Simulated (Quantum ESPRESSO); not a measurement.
PbS (Galena):

```
Pb S
1.0
     0.00000    2.96575    2.96575
     2.96575    0.00000    2.96575
     2.96575    2.96575    0.00000
Pb S
1 1
Cartesian
  0.0000 0.0000 0.0000
  2.9657 2.9657 2.9657
```

| Quantity | Value |
| --- | --- |
| Program | Quantum ESPRESSO 7.5 |
| Task | phonons |
| Functional | PBE |
| Potentials or basis | PseudoDojo 0.4.1 SR PBE standard |
| Cutoff | 762 eV |
| Density cutoff | 3048 eV |
| k mesh | 6 × 6 × 6, shifted |
| Occupations | fermi-dirac, width 0.05 eV |
| Spin | no spin polarisation |
| Mixing beta | 0.5 |
| Most SCF iterations | 120 |
| SCF threshold | 4e-10 Ry |

The cell and the atoms were relaxed first, to 27.12 Å³/atom (a = 4.249 Å, b = 4.249 Å, c = 4.249 Å, α = 60.00°, β = 60.00°, γ = 60.00°), and the response was taken there.

The first run showed a gap, so the response started from a second, tighter run with fixed occupations.

Which optical modes does the crystal have at the zone centre, and which show in infrared and Raman spectra?

The optical modes are T1u. Infrared active: T1u. None is Raman active.

Optical modes at Γ, degenerate ones joined, polar ones without the macroscopic field:
| cm⁻¹ | components | symmetry | active in | IR intensity, summed ((D/Å)²/amu) |
| --- | --- | --- | --- | --- |
| 50 | 3 | T1u | IR | 48.67 |

Zone-centre frequencies without and with the macroscopic field along z (cm⁻¹):
```csv
,optical modes in rising order
without,50 50 50
with the field,50 50 213
```

Born effective charge tensors (e):
atom 1, Pb
```
4.43 0.00 0.00
0.00 4.43 0.00
0.00 0.00 4.43
```
atom 2, S
```
-4.41  0.00  0.00
 0.00 -4.41  0.00
 0.00  0.00 -4.41
```
